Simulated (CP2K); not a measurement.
# InAs (F-43m) in CP2K: notebook, part 2 of 2

CP2K 2026.2. The steps go on from the part before.

## (3) Band structure, LDA

The input, inas_bands.inp:

```
&GLOBAL
  PROJECT inas_bands
  RUN_TYPE ENERGY_FORCE
  PRINT_LEVEL LOW
&END GLOBAL
&FORCE_EVAL
  METHOD QS
  STRESS_TENSOR ANALYTICAL
  &DFT
    BASIS_SET_FILE_NAME BASIS_MOLOPT_UZH
    POTENTIAL_FILE_NAME GTH_POTENTIALS
    &MGRID
      CUTOFF 450
      REL_CUTOFF 60
      NGRIDS 5
    &END MGRID
    &QS
      METHOD GPW
      EPS_DEFAULT 1.0E-9
    &END QS
    &KPOINTS
      SCHEME MONKHORST-PACK 8 8 8
      GAMMA_CENTERED T
      SYMMETRY T
      SYMMETRY_BACKEND SPGLIB
    &END KPOINTS
    &SCF
      SCF_GUESS ATOMIC
      EPS_SCF 1.0E-6
      MAX_SCF 100
      ADDED_MOS 10
      CHOLESKY OFF
      EPS_EIGVAL 1.0E-7
      &DIAGONALIZATION ON
        ALGORITHM STANDARD
      &END DIAGONALIZATION
      &MIXING ON
        METHOD BROYDEN_MIXING
        ALPHA 0.4
        BETA 1.5
        NBUFFER 8
      &END MIXING
      &SMEAR ON
        METHOD FERMI_DIRAC
        ELECTRONIC_TEMPERATURE 580.23
      &END SMEAR
    &END SCF
    &XC
      &XC_FUNCTIONAL
        &LDA_X
        &END LDA_X
        &LDA_C_PW
        &END LDA_C_PW
      &END XC_FUNCTIONAL
    &END XC
    &PRINT
      &KPOINTS ON
      &END KPOINTS
      &MULLIKEN ON
      &END MULLIKEN
      &MO ON
        ENERGIES T
        OCCUPATION_NUMBERS T
        &EACH
          QS_SCF 0
        &END EACH
        ADD_LAST NUMERIC
      &END MO
      &BAND_STRUCTURE
        FILE_NAME bands.bs
        ADDED_MOS 2
        &KPOINT_SET
          UNITS B_VECTOR
          NPOINTS 10
          SPECIAL_POINT GAMMA 0.00000000 0.00000000 0.00000000
          SPECIAL_POINT X 0.50000000 0.00000000 0.50000000
          SPECIAL_POINT W 0.50000000 0.25000000 0.75000000
          SPECIAL_POINT K 0.37500000 0.37500000 0.75000000
          SPECIAL_POINT GAMMA 0.00000000 0.00000000 0.00000000
          SPECIAL_POINT L 0.50000000 0.50000000 0.50000000
          SPECIAL_POINT U 0.62500000 0.25000000 0.62500000
          SPECIAL_POINT W 0.50000000 0.25000000 0.75000000
          SPECIAL_POINT L 0.50000000 0.50000000 0.50000000
          SPECIAL_POINT K 0.37500000 0.37500000 0.75000000
        &END KPOINT_SET
        &KPOINT_SET
          UNITS B_VECTOR
          NPOINTS 10
          SPECIAL_POINT U 0.62500000 0.25000000 0.62500000
          SPECIAL_POINT X 0.50000000 0.00000000 0.50000000
        &END KPOINT_SET
      &END BAND_STRUCTURE
    &END PRINT
  &END DFT
  &SUBSYS
    &CELL
      ABC 4.2680965312 4.2680965313 4.2680965312
      ALPHA_BETA_GAMMA 60.0000000003 60.0000000000 60.0000000005
      PERIODIC XYZ
    &END CELL
    &COORD
      SCALED
      In  0.0000000000 0.0000000000 0.0000000000
      As  0.7500000000 0.7500000000 0.7500000000
    &END COORD
    &KIND In
      BASIS_SET TZVP-MOLOPT-PBE-GTH-q13
      POTENTIAL GTH-PADE-q13
    &END KIND
    &KIND As
      BASIS_SET TZVP-MOLOPT-PBE-GTH-q5
      POTENTIAL GTH-PADE-q5
    &END KIND
    &PRINT
      &ATOMIC_COORDINATES ON
      &END ATOMIC_COORDINATES
      &CELL ON
      &END CELL
      &SYMMETRY ON
      &END SYMMETRY
    &END PRINT
  &END SUBSYS
  &PRINT
    &FORCES ON
    &END FORCES
    &STRESS_TENSOR ON
    &END STRESS_TENSOR
  &END PRINT
&END FORCE_EVAL
```

Potentials or basis: GTH_POTENTIALS In GTH-PADE-q13, As GTH-PADE-q5; TZVP-MOLOPT-PBE-GTH basis.

On the command line:

```sh
$ OMP_NUM_THREADS=1 cp2k.psmp -i inas_bands.inp -o inas_bands.out
```

inas_bands.out:

```text

 CP2K| version string:                                       CP2K version 2026.2
 CP2K| Input file name                                            inas_bands.inp

 GLOBAL| Force Environment number                                              1
 GLOBAL| Basis set file name                                    BASIS_MOLOPT_UZH
 GLOBAL| Potential file name                                      GTH_POTENTIALS
 GLOBAL| MM Potential file name                                     MM_POTENTIAL
 GLOBAL| Coordinate file name                                      __STD_INPUT__
 GLOBAL| Method name                                                        CP2K
 GLOBAL| Project name                                                 inas_bands
 GLOBAL| Run type                                                   ENERGY_FORCE
 GLOBAL| FFT library                                                       FFTW3
[... 6 lines left out ...]
 GLOBAL| Total number of message passing processes                             1
 GLOBAL| Number of threads for this process                                    1
 GLOBAL| CPU model name                                                  UNKNOWN

 CELL| Volume [angstrom^3]:                                            54.977844
 CELL| Vector a [angstrom]:       4.268     0.000     0.000   |a| =     4.268097
 CELL| Vector b [angstrom]:       2.134     3.696     0.000   |b| =     4.268097
 CELL| Vector c [angstrom]:       2.134     1.232     3.485   |c| =     4.268097
 CELL| Angle (b,c), alpha [degree]:                                    60.000000
 CELL| Angle (a,c), beta  [degree]:                                    60.000000
 CELL| Angle (a,b), gamma [degree]:                                    60.000000
 CELL| Numerically orthorhombic:                                              NO
 CELL| Periodicity                                                           XYZ

 CELL_REF| Volume [angstrom^3]:                                        54.977844
 CELL_REF| Vector a [angstrom     4.268     0.000     0.000   |a| =     4.268097
 CELL_REF| Vector b [angstrom     2.134     3.696     0.000   |b| =     4.268097
 CELL_REF| Vector c [angstrom     2.134     1.232     3.485   |c| =     4.268097
 CELL_REF| Angle (b,c), alpha [degree]:                                60.000000
 CELL_REF| Angle (a,c), beta  [degree]:                                60.000000
 CELL_REF| Angle (a,b), gamma [degree]:                                60.000000
 CELL_REF| Numerically orthorhombic:                                          NO
 CELL_REF| Periodicity                                                       XYZ
[... 10 lines left out ...]

  Total number of            - Atomic kinds:                                   2
                             - Atoms:                                          2
                             - Shell sets:                                     2
                             - Shells:                                        17
                             - Primitive Cartesian functions:                 10
                             - Cartesian basis functions:                     58
                             - Spherical basis functions:                     51

  Maximum angular momentum of- Orbital basis functions:                        3
                             - Local part of the GTH pseudopotential:          0
                             - Non-local part of the GTH pseudopotential:      4

 MODULE QUICKSTEP: ATOMIC COORDINATES IN ANGSTROM

   Atom Kind Element         X             Y             Z       Z(eff)     Mass
      1    1 In   49      0.000000      0.000000      0.000000  13.0000 114.8180
      2    2 As   33      6.402145      3.696280      2.613665   5.0000  74.9216

 Crystal Symmetry Information
       International Symbol:                                               F-43m
       Point Group Symbol:                                                  -43m
[... 84 lines left out ...]
     1 NoMix/Diag. 0.40E+00    3.0     1.05599997       -62.8582385798 -6.29E+01
     2 Broy./Diag. 0.40E+00    2.6     0.03536776       -63.0243604900 -1.66E-01
     3 Broy./Diag. 0.40E+00    2.6     0.08966104       -62.8124569274  2.12E-01
     4 Broy./Diag. 0.40E+00    2.6     0.00345777       -62.7339869607  7.85E-02
     5 Broy./Diag. 0.40E+00    2.6     0.00242129       -62.7634449879 -2.95E-02
     6 Broy./Diag. 0.40E+00    2.6     0.00197792       -62.7664172643 -2.97E-03
     7 Broy./Diag. 0.40E+00    2.7     0.00053624       -62.7664741441 -5.69E-05
     8 Broy./Diag. 0.40E+00    2.6     0.00073086       -62.7687314756 -2.26E-03
     9 Broy./Diag. 0.40E+00    2.6     0.00011385       -62.7704774505 -1.75E-03
    10 Broy./Diag. 0.40E+00    2.6     0.00004109       -62.7706215310 -1.44E-04
    11 Broy./Diag. 0.40E+00    2.6     0.00002181       -62.7705454908  7.60E-05
    12 Broy./Diag. 0.40E+00    2.6     0.00000300       -62.7705006892  4.48E-05
    13 Broy./Diag. 0.40E+00    2.6     0.00000206       -62.7704933311  7.36E-06
    14 Broy./Diag. 0.40E+00    2.6     0.00000110       -62.7704896481  3.68E-06
    15 Broy./Diag. 0.40E+00    2.7     0.00000020       -62.7704866150  3.03E-06

  *** SCF run converged in    15 steps ***

  Electronic density on regular grids:        -17.9999999747        0.0000000253
  Core density on regular grids:               17.9999999760       -0.0000000240
  Total charge density on r-space grids:        0.0000000013
  Total charge density g-space grids:           0.0000000013

  Overlap energy of the core charge distribution:               0.00000000152165
  Self energy of the core charge distribution:               -103.51323037769340
  Core Hamiltonian energy:                                     30.92855345300731
  Hartree energy:                                              18.72313708952068
  Exchange-correlation energy:                                 -8.90892742064342
  Electronic entropic energy:                                  -0.00001936073646
  Fermi energy:                                                 0.15551880597358

  Total energy:                                               -62.77048661502501
  Total energy (extrapolated to T->0):                        -62.77047693465678

 MO| EIGENVALUES AND OCCUPATION NUMBERS FOR K POINT 1
 MO|
 MO|  Index      Eigenvalue [a.u.]        Eigenvalue [eV]             Occupation
 MO|      1              -0.380293             -10.348295               2.000000
 MO|      2              -0.375156             -10.208504               2.000000
 MO|      3              -0.375156             -10.208504               2.000000
 MO|      4              -0.371113             -10.098505               2.000000
 MO|      5              -0.371113             -10.098505               2.000000
 MO|      6              -0.243112              -6.615414               2.000000
[... 342 lines left out ...]
 MO|     18               0.706117              19.214420               0.000000
 MO|     19               0.734778              19.994328               0.000000
 MO| Sum:                                                              18.000000
 MO| E(Fermi):            0.155519 a.u.          4.231882 eV

 [... the levels of further k-points ...]

 !-----------------------------------------------------------------------------!
                     Mulliken Population Analysis

 #  Atom  Element  Kind  Atomic population                           Net charge
       1     In       1         13.175154                             -0.175154
       2     As       2          4.824846                              0.175154
 # Total charge                             18.000000                  0.000000

 !-----------------------------------------------------------------------------!

 KPOINTS| Band Structure Calculation
 KPOINTS| Number of k-point sets                                               2
 KPOINTS| Number of added MOs/bands                                            2
 KPOINTS| Number of k-points in set    1                                      91
 KPOINTS| In units of b-vector [2pi/Bohr]
 KPOINTS| Special point     1       GAMMA     0.000000     0.000000     0.000000
 KPOINTS| Special point     2           X     0.500000     0.000000     0.500000
 KPOINTS| Special point     3           W     0.500000     0.250000     0.750000
 KPOINTS| Special point     4           K     0.375000     0.375000     0.750000
 KPOINTS| Special point     5       GAMMA     0.000000     0.000000     0.000000
 KPOINTS| Special point     6           L     0.500000     0.500000     0.500000
 KPOINTS| Special point     7           U     0.625000     0.250000     0.625000
 KPOINTS| Special point     8           W     0.500000     0.250000     0.750000
 KPOINTS| Special point     9           L     0.500000     0.500000     0.500000
 KPOINTS| Special point    10           K     0.375000     0.375000     0.750000
 KPOINTS| Number of k-points in set    2                                      11
 KPOINTS| In units of b-vector [2pi/Bohr]
 KPOINTS| Special point     1           U     0.625000     0.250000     0.625000
 KPOINTS| Special point     2           X     0.500000     0.000000     0.500000

 ENERGY| Total FORCE_EVAL ( QS ) energy [hartree]            -62.770486030399397

 FORCES| Atomic forces [hartree/bohr]
 FORCES|   Atom     x               y               z               |f|
 FORCES|      1 -6.79042020E-10  3.00281083E-09 -5.37506217E-09   6.19429288E-09
 FORCES|      2  5.79655109E-10 -3.06022869E-09  5.33450707E-09   6.17721340E-09
 FORCES| Sum    -9.93869114E-11 -5.74178592E-11 -4.05550924E-11
 FORCES| Total atomic force                                       1.21734482E-10

 STRESS| Analytical stress tensor [bar]
 STRESS|                        x                   y                   z
 STRESS|      x       -3.62142650555E+02   2.32023318179E-02   2.64076706077E-02
 STRESS|      y        2.32023318179E-02  -3.62157955732E+02   1.69978958844E-02
 STRESS|      z        2.64076706077E-02   1.69978958844E-02  -3.62014607975E+02
 STRESS| 1/3 Trace                                            -3.62105071421E+02
 STRESS| Determinant                                          -4.74792441323E+07

 STRESS| Eigenvectors and eigenvalues of the analytical stress tensor [bar]
 STRESS|                        1                   2                   3
 STRESS| Eigenvalues  -3.62174755556E+02  -3.62134096568E+02  -3.62006362138E+02
 STRESS|      x          -0.592246510222      0.777536079667      0.211380500390
 STRESS|      y           0.805665273610      0.575393442303      0.140804309071
 STRESS|      z           0.012146523280     -0.253692789354      0.967208576576
```

It took 48 s on 1 thread of Arm Neoverse V2, shared host; peak memory 0.35 GiB.

What came out:

```yaml
Free_energy: -1708.0718 eV
Pressure: 0.0 GPa
Band_gap_on_the_k_mesh: none (metal or under the smearing width)
Mulliken_charges: In -0.18; As +0.18 e
```

Levels at the corners of the path, in eV from the Fermi level:
```csv
point,band 6,band 7,band 8,band 9,band 10,band 11,band 12,band 13
Γ,-12.03,-0.44,-0.05,-0.05,-0.05,3.80,3.80,3.80
X,-9.99,-6.02,-2.42,-2.42,1.39,1.92,9.13,9.23
W,-9.94,-5.88,-3.06,-3.00,4.10,4.22,4.92,6.05
K,-10.01,-5.89,-3.40,-2.04,1.97,4.17,7.27,7.43
Γ,-12.03,-0.44,-0.05,-0.05,-0.05,3.80,3.80,3.80
L,-10.54,-5.94,-1.06,-1.06,0.76,4.62,4.62,6.85
U,-10.01,-5.89,-3.40,-2.04,1.97,4.17,7.27,7.43
W,-9.94,-5.88,-3.06,-3.00,4.10,4.22,4.92,6.05
L,-10.54,-5.94,-1.06,-1.06,0.76,4.62,4.62,6.85
K,-10.01,-5.89,-3.40,-2.04,1.97,4.17,7.27,7.43
U,-10.01,-5.89,-3.40,-2.04,1.97,4.17,7.27,7.43
X,-9.99,-6.02,-2.42,-2.42,1.39,1.92,9.13,9.23
```

Caveat: Mulliken charges move with the basis; spin-orbit coupling is left out, which moves the levels of the heavy elements; the basis of atomic orbitals isn't converged, which shifts pressures, moduli and gaps.

## (4) Band structure, r2SCAN

inas_bands.inp: that of step 3 with these lines changed.

```diff
@@ -10,7 +10,7 @@
     BASIS_SET_FILE_NAME BASIS_MOLOPT_UZH
-    POTENTIAL_FILE_NAME GTH_POTENTIALS
+    POTENTIAL_FILE_NAME POTENTIAL_UZH
     &MGRID
-      CUTOFF 450
+      CUTOFF 675
       REL_CUTOFF 60
-      NGRIDS 5
+      NGRIDS 4
     &END MGRID
@@ -18,3 +18,3 @@
       METHOD GPW
-      EPS_DEFAULT 1.0E-9
+      EPS_DEFAULT 1.0E-10
     &END QS
@@ -49,6 +49,6 @@
       &XC_FUNCTIONAL
-        &LDA_X
-        &END LDA_X
-        &LDA_C_PW
-        &END LDA_C_PW
+        &MGGA_X_R2SCAN
+        &END MGGA_X_R2SCAN
+        &MGGA_C_R2SCAN
+        &END MGGA_C_R2SCAN
       &END XC_FUNCTIONAL
@@ -68,2 +68,7 @@
       &END MO
+      &LOWDIN ON
+      &END LOWDIN
+      &HIRSHFELD ON
+        SHAPE_FUNCTION DENSITY
+      &END HIRSHFELD
       &BAND_STRUCTURE
@@ -73,3 +78,3 @@
           UNITS B_VECTOR
-          NPOINTS 10
+          NPOINTS 6
           SPECIAL_POINT GAMMA 0.00000000 0.00000000 0.00000000
@@ -87,3 +92,3 @@
           UNITS B_VECTOR
-          NPOINTS 10
+          NPOINTS 6
           SPECIAL_POINT U 0.62500000 0.25000000 0.62500000
@@ -106,8 +111,8 @@
     &KIND In
-      BASIS_SET TZVP-MOLOPT-PBE-GTH-q13
-      POTENTIAL GTH-PADE-q13
+      BASIS_SET TZVP-MOLOPT-SCAN-GTH-q13
+      POTENTIAL GTH-SCAN-q13
     &END KIND
     &KIND As
-      BASIS_SET TZVP-MOLOPT-PBE-GTH-q5
-      POTENTIAL GTH-PADE-q5
+      BASIS_SET TZVP-MOLOPT-SCAN-GTH-q5
+      POTENTIAL GTH-SCAN-q5
     &END KIND
```

Potentials or basis: POTENTIAL_UZH In GTH-SCAN-q13, As GTH-SCAN-q5; TZVP-MOLOPT-SCAN-GTH basis.

On the command line:

```sh
$ OMP_NUM_THREADS=1 cp2k.psmp -i inas_bands.inp -o inas_bands.out
```

Wall time 2.4 min (1 thread of Arm Neoverse V2, shared host); peak memory 0.46 GiB.

Results (log left out):

| Item | Value |
| --- | --- |
| Free energy | -1694.7813 eV |
| Pressure | 1.8 GPa |
| Band gap on the k mesh | 0.16 eV, direct |
| Band gap along the path | 0.16 eV, direct |
| Mulliken charges | In +0.53; As -0.53 e |
| Hirshfeld charges | In +0.21; As -0.21 e |

Levels at the corners of the path, in eV from the valence-band top:
```tsv
point	band 7	band 8	band 9	band 10	band 11	band 12
Γ	0.00	0.00	0.00	0.16	4.20	4.20
X	-5.99	-2.43	-2.43	1.83	2.36	9.82
W	-5.84	-3.06	-2.98	4.56	4.66	5.56
K	-5.85	-3.39	-2.04	2.42	4.64	7.90
Γ	0.00	0.00	0.00	0.16	4.20	4.20
L	-5.93	-1.04	-1.04	1.28	5.06	5.06
U	-5.85	-3.39	-2.04	2.42	4.64	7.90
W	-5.84	-3.06	-2.98	4.56	4.66	5.56
L	-5.93	-1.04	-1.04	1.28	5.06	5.06
K	-5.85	-3.39	-2.04	2.42	4.64	7.90
U	-5.85	-3.39	-2.04	2.42	4.64	7.90
X	-5.99	-2.43	-2.43	1.83	2.36	9.82
```

Caveat: Mulliken charges move with the basis; spin-orbit coupling is left out, which moves the levels of the heavy elements; the basis of atomic orbitals isn't converged, which shifts pressures, moduli and gaps.

## (5) The runs side by side

```csv
level,potentials or basis,EPS_DEFAULT,NGRIDS,points a segment of the path (NPOINTS),bands added on the path,CUTOFF of the grids,gap on the mesh (eV),pressure (GPa)
PBEsol,"POTENTIAL_UZH In GTH-PBE-q13, As GTH-PBE-q5; TZVP-MOLOPT-PBE-GTH basis",1.0E-9,5,6,6,450 Ry,none,2.8
LDA,"GTH_POTENTIALS In GTH-PADE-q13, As GTH-PADE-q5; TZVP-MOLOPT-PBE-GTH basis",1.0E-9,5,10,2,450 Ry,none,0.0
r2SCAN,"POTENTIAL_UZH In GTH-SCAN-q13, As GTH-SCAN-q5; TZVP-MOLOPT-SCAN-GTH basis",1.0E-10,4,6,2,675 Ry,0.16,1.8
```

Alike in all rows: task band structure; no spin polarisation; cell as given; k mesh 8 × 8 × 8; smearing fermi-dirac 0.05 eV.

Caveats: spin-orbit coupling is left out, which moves the levels of the heavy elements; the basis of atomic orbitals isn't converged, which shifts pressures, moduli and gaps; the potentials were made for another functional, which shifts forces and pressure (some runs).

Total energies depend on the potentials used, so only differences within one code and one set of settings carry meaning.

## (6) How close it comes

Step 2. A measured gap of InAs is 0.418 eV (direct; 4.2 K; a printed reference work, data compilation); the calculated 0.00 eV misses it by -0.42 eV. Spin-orbit coupling on As, In is left out. The value is that of PBEsol in an atomic basis (POTENTIAL_UZH In GTH-PBE-q13, As GTH-PBE-q5; TZVP-MOLOPT-PBE-GTH basis), whose error adds to the functional's, on a finite k mesh, which can miss the band edges, without temperature or zero-point motion. Semilocal functionals fall short of measured gaps as a rule.

Step 3. Against the measured gap of InAs, 0.418 eV (direct; 4.2 K; a printed reference work, data compilation), the calculated 0.00 eV is off by -0.42 eV. Spin-orbit coupling on As, In is left out. The value is that of LDA in an atomic basis (GTH_POTENTIALS In GTH-PADE-q13, As GTH-PADE-q5; TZVP-MOLOPT-PBE-GTH basis), whose error adds to the functional's, on a finite k mesh, which can miss the band edges, without temperature or zero-point motion. Semilocal functionals fall short of measured gaps as a rule.

Step 4. Measured gap of InAs: 0.418 eV (direct; 4.2 K; a printed reference work, data compilation). This calculation gives 0.16 eV (-0.26 eV). Spin-orbit coupling on As, In is left out. The value is that of r2SCAN in an atomic basis (POTENTIAL_UZH In GTH-SCAN-q13, As GTH-SCAN-q5; TZVP-MOLOPT-SCAN-GTH basis), whose error adds to the functional's,, without temperature or zero-point motion.
